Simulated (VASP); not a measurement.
# VASP 6.6.1 run: BeS

INCAR

```
ALGO = Normal
METAGGA = R2SCAN
NSW = 0
ISMEAR = 0
LCHARG = .FALSE.
ISIF = 2
IBRION = -1
ENCUT = 520
LREAL = .FALSE.
LWAVE = .FALSE.
EDIFF = 1E-7
SIGMA = 0.01
PREC = Accurate
NELM = 55
ICHARG = 12
NBANDS = 11
LASPH = .TRUE.
```

KPOINTS

```
KPOINTS created by Atomic Simulation Environment
0
Gamma
10 10 10
0 0 0
```

POSCAR

```
Be S
 1.0000000000000000
     0.0000000000000000    2.4221346991999999    2.4343062303999998
     2.4221346991999999    0.0000000000000000    2.4343062303999998
     2.4221346991999999    2.4221346991999999    0.0000000000000000
 Be  S
   1   1
Cartesian
  0.0000000000000000  0.0000000000000000  0.0000000000000000
  1.2110673496000000  1.2110673496000000  1.2171531151999999
```

The recommended PBE PAW datasets give the neutral cell 8 valence electrons.

Command

```
mpirun -np 1 vasp_std
```

OSZICAR

```
N       E                     dE             d eps       ncg     rms          rms(c)
DAV:   1     0.153213917249E+02    0.15321E+02   -0.39944E+03  2244   0.645E+02
DAV:   2    -0.150661561485E+02   -0.30388E+02   -0.29101E+02  2964   0.119E+02
DAV:   3    -0.163223037521E+02   -0.12561E+01   -0.12538E+01  2976   0.243E+01
DAV:   4    -0.163294030984E+02   -0.70993E-02   -0.70982E-02  2757   0.210E+00
DAV:   5    -0.163294595224E+02   -0.56424E-04   -0.56423E-04  2918   0.186E-01
DAV:   6    -0.163294601537E+02   -0.63135E-06   -0.63136E-06  2896   0.185E-02
DAV:   7    -0.163294601611E+02   -0.74386E-08   -0.74355E-08  2955   0.169E-03
   1 F= -.16329460E+02 E0= -.16329460E+02  d E =-.965302E-44
```

From OUTCAR

```
k-points           NKPTS =    102   k-points in BZ     NKDIM =    102   number of bands    NBANDS=     11

   NELECT =       8.0000    total number of electrons

   dimension x,y,z NGX =    28 NGY =   28 NGZ =   28
   dimension x,y,z NGXF=    56 NGYF=   56 NGZF=   56

  energy-cutoff  :      520.00
  volume of cell :       28.56
      direct lattice vectors                 reciprocal lattice vectors
     0.000000000  2.422134699  2.434306230    -0.206429477  0.206429477  0.205397330
     2.422134699  0.000000000  2.434306230     0.206429477 -0.206429477  0.205397330
     2.422134699  2.422134699  0.000000000     0.206429477  0.206429477 -0.205397330

 k-points in reciprocal lattice and weights: KPOINTS created by Atomic Simulation Env
   0.00000000  0.00000000  0.00000000       0.001
   0.10000000 -0.00000000  0.00000000       0.008
   0.20000000 -0.00000000  0.00000000       0.008
   0.30000000  0.00000000  0.00000000       0.008
   0.40000000  0.00000000  0.00000000       0.008
   0.50000000 -0.00000000  0.00000000       0.004
   0.10000000  0.10000000  0.00000000       0.002
   0.20000000  0.10000000  0.00000000       0.008
   ...

 E-fermi :   3.1985

 k-point     1 :       0.0000    0.0000    0.0000
  band No.  band energies     occupation
      1     -11.0764      2.00000
      2       3.0758      2.00000
      3       3.1037      2.00000
      4       3.1037      2.00000
      5       9.1032      0.00000
      6       9.2832      0.00000
      7       9.2832      0.00000
      8       9.2863      0.00000
      9      16.5242      0.00000
     10      16.6395      0.00000
     11      18.6810      0.00000

 k-point     2 :       0.1000   -0.0000    0.0000
  band No.  band energies     occupation
      1     -10.9623      2.00000
      2       2.2725      2.00000
      3       2.9556      2.00000
      4       2.9776      2.00000
      5       9.0725      0.00000
      6       9.5236      0.00000
      7       9.5249      0.00000
      8      10.1429      0.00000
      9      16.0231      0.00000
     10      16.1208      0.00000
     11      18.6454      0.00000

 k-point     3 :       0.2000   -0.0000    0.0000
  band No.  band energies     occupation
      1     -10.6377      2.00000
      2       0.6270      2.00000
      3       2.6571      2.00000
      4       2.6873      2.00000
      5       9.0096      0.00000
      6      10.0091      0.00000
      7      10.0172      0.00000
      8      11.8502      0.00000
      9      15.5391      0.00000
     10      15.5996      0.00000
     11      18.3063      0.00000

 k-point     4 :       0.3000    0.0000    0.0000
  band No.  band energies     occupation
      1     -10.1678      2.00000
      2      -1.0122      2.00000
      3       2.3476      2.00000
      4       2.3861      2.00000
      5       8.9324      0.00000
      6      10.2694      0.00000
      7      10.2982      0.00000
      8      13.5024      0.00000
      9      16.0111      0.00000
     10      16.0230      0.00000
     11      18.0197      0.00000

 k-point     5 :       0.4000    0.0000    0.0000
  band No.  band energies     occupation
      1      -9.7023      2.00000
      2      -2.2366      2.00000
      3       2.1310      2.00000
      4       2.1755      2.00000
      5       8.8697      0.00000
      6      10.2319      0.00000
      7      10.2747      0.00000
      8      14.5714      0.00000
      9      17.4428      0.00000
     10      17.4698      0.00000
     11      18.3492      0.00000

 ...

  Total        7.8752111      7.8752111      7.7818379      0.0000000      0.0000000     -0.0000000
  in kB      441.7443412    441.7443412    436.5067611      0.0000000      0.0000000     -0.0000000
  external PRESSURE =     439.9984812 kB  Pullay stress =       0.0000000 kB

 POSITION                                       TOTAL-FORCE (eV/Angst)
 -----------------------------------------------------------------------------------
      0.00000      0.00000      0.00000         0.000000      0.000000      0.000000
      1.21107      1.21107      1.21715        -0.000000     -0.000000     -0.000000
 -----------------------------------------------------------------------------------
    total drift:                                0.000000      0.000000      0.000000

  FREE ENERGIE OF THE ION-ELECTRON SYSTEM (eV)
  ---------------------------------------------------
  free  energy   TOTEN  =       -16.3294601611 eV

  energy  without entropy=      -16.3294601611  energy(sigma->0) =      -16.32946016
```

It converged. Results: gap between bands v and c on the k mesh 3.49 eV; least direct gap on the k mesh 6.00 eV; pressure 44.0 GPa. Band v is the last that the valence electrons fill when counted band by band, and c is the next.

These settings aren't sound, so the numbers aren't properties of the crystal.

The fault: density file missing or never updated.

On sound settings r²SCAN gives a gap of 3.55 eV on its mesh and a pressure of 1.3 GPa for the intended cell. This run's energy (σ→0) differs from it by -772 meV an atom.

The run took about 35 s on one core of a shared host (Intel Xeon 6975P-C) and held 0.16 GiB at most.
